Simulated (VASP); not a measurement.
**C: band structure with PBEsol**

The system is C.

```
CELL_PARAMETERS angstrom
0.00000 1.77745 1.77745
1.77745 0.00000 1.77745
1.77745 1.77745 0.00000
ATOMIC_POSITIONS crystal
C 0.50000 0.50000 0.50000
C 0.75000 0.75000 0.75000
```

This isn't the form of C at room conditions, which is graphite.

```
Program                : VASP 6.6.1
Task                   : band structure
Functional             : PBEsol
Potentials or basis    : VASP PAW PBE potentials, release 64 (C)
Cutoff                 : 520 eV
k mesh                 : 12 × 12 × 12
Occupations            : gaussian, width 0.02 eV
Spin                   : no spin polarisation
Further INCAR settings : ALGO = Normal; EDIFF = 1e-06; NBANDS = 11
```

```
Band gap on the k mesh  : 4.06 eV, indirect (least direct gap 5.57 eV)
Band gap along the path : 4.03 eV, indirect (least direct gap 5.57 eV)
```

Levels at the corners of the path, in eV from the valence-band top:
```
point  band 2  band 3  band 4  band 5  band 6  band 7
    Γ    0.00    0.00    0.00    5.57    5.57    5.57
    X  -12.85   -6.40   -6.40    4.62    4.62   16.94
    X  -12.85   -6.40   -6.40    4.62    4.62   16.94
    W  -12.01   -8.50   -8.50   10.51   10.51   12.44
    W  -12.01   -8.50   -8.50   10.51   10.51   12.44
    K  -11.81   -9.52   -5.45    5.55   10.71   14.45
    K  -11.81   -9.52   -5.45    5.55   10.71   14.45
    Γ    0.00    0.00    0.00    5.57    5.57    5.57
    Γ    0.00    0.00    0.00    5.57    5.57    5.57
    L  -13.58   -2.84   -2.84    8.43    8.43    8.98
    L  -13.58   -2.84   -2.84    8.43    8.43    8.98
    U  -11.81   -9.52   -5.45    5.55   10.71   14.45
    U  -11.81   -9.52   -5.45    5.55   10.71   14.45
    W  -12.01   -8.50   -8.50   10.51   10.51   12.44
    W  -12.01   -8.50   -8.50   10.51   10.51   12.44
    L  -13.58   -2.84   -2.84    8.43    8.43    8.98
    L  -13.58   -2.84   -2.84    8.43    8.43    8.98
    K  -11.81   -9.52   -5.45    5.55   10.71   14.45
    U  -11.81   -9.52   -5.45    5.55   10.71   14.45
    X  -12.85   -6.40   -6.40    4.62    4.62   16.94
```

Wall time 16 s on 1 thread of AMD EPYC 7R13 Processor (Zen 3), with other jobs on the host, peak memory 0.1 GiB.

Caveat: the log is that of the step along the path at fixed density, whose energy, stress, charges and moments have no meaning. Expect the measured gap to be larger: semilocal functionals such as PBEsol lack the derivative discontinuity.
